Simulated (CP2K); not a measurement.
Runs of CP2K 2026.2 on Te. The structure is trigonal, space group P3_121 (No. 152). Conventional cell: a = 4.454 Å, b = 4.454 Å, c = 5.924 Å, α = 90.00°, β = 90.00°, γ = 120.00°. Around Te (site symmetry 2) lie 2 Te at 2.86 Å. 

```tsv
task	level	potentials or basis	cell	k mesh	smearing	EPS_DEFAULT	k points reduced by the point group	NGRIDS	basis sets	points a segment of the path (NPOINTS)	gap on the mesh (eV)	pressure (GPa)	largest force (eV/Å)
band structure	PBE	POTENTIAL_UZH Te GTH-PBE-q6; TZVP-MOLOPT-PBE-GTH basis	as given	7 × 7 × 5	fermi-dirac 0.0259 eV	1.0E-10	yes	4	Te TZVP-MOLOPT-PBE-GTH-q6	6	-	2.2	0.35
band structure	PBEsol	POTENTIAL_UZH Te GTH-PBE-q6; TZVP-MOLOPT-PBE-GTH basis	as given	7 × 7 × 5	fermi-dirac 0.05 eV	1.0E-9	yes	4	Te TZVP-MOLOPT-PBE-GTH-q6	10	-	0.7	0.46
atomic charges	PBE	POTENTIAL_UZH Te GTH-PBE-q6; TZVP-MOLOPT-PBE-GTH basis	as given	7 × 7 × 5	fermi-dirac 0.05 eV	1.0E-9	yes	5	Te TZVP-MOLOPT-PBE-GTH-q6	-	0.62	2.2	0.35
relaxation of cell and atoms	PBEsol	POTENTIAL_UZH Te GTH-PBE-q6; DZVP-MOLOPT-PBE-GTH basis	relaxed	5 × 5 × 4	fermi-dirac 0.05 eV	1.0E-10	-	5	Te DZVP-MOLOPT-PBE-GTH-q6	-	(a)	0.0	0.01
band structure	TB-mBJ	POTENTIAL_UZH Te GTH-PBE-q6; TZVP-MOLOPT-PBE-GTH basis	as given	7 × 7 × 5	fermi-dirac 0.01 eV	1.0E-9	yes	5	Te TZVP-MOLOPT-PBE-GTH-q6	8	(b)	-	-
```

Alike in all rows: no spin polarisation.

**Question.** Fill in the values left out.

**Answer.** (a) 0.18; (b) 0.80.

Caveats: the basis of atomic orbitals isn't converged, which shifts pressures, moduli and gaps; the potentials were made for another functional, which shifts forces and pressure (some runs); spin-orbit coupling is left out, which moves the levels of the heavy elements (some runs); an odd mesh through Γ misses points on the zone boundary, where band edges often lie (some runs); this is a model potential without an energy functional, so only levels have meaning (some runs); the mesh misses the band edges, which the band path finds closer together (some runs).

A k mesh can miss the band edges, and the runs leave out spin-orbit coupling on Te.

Not every run made on this cell is shown here.
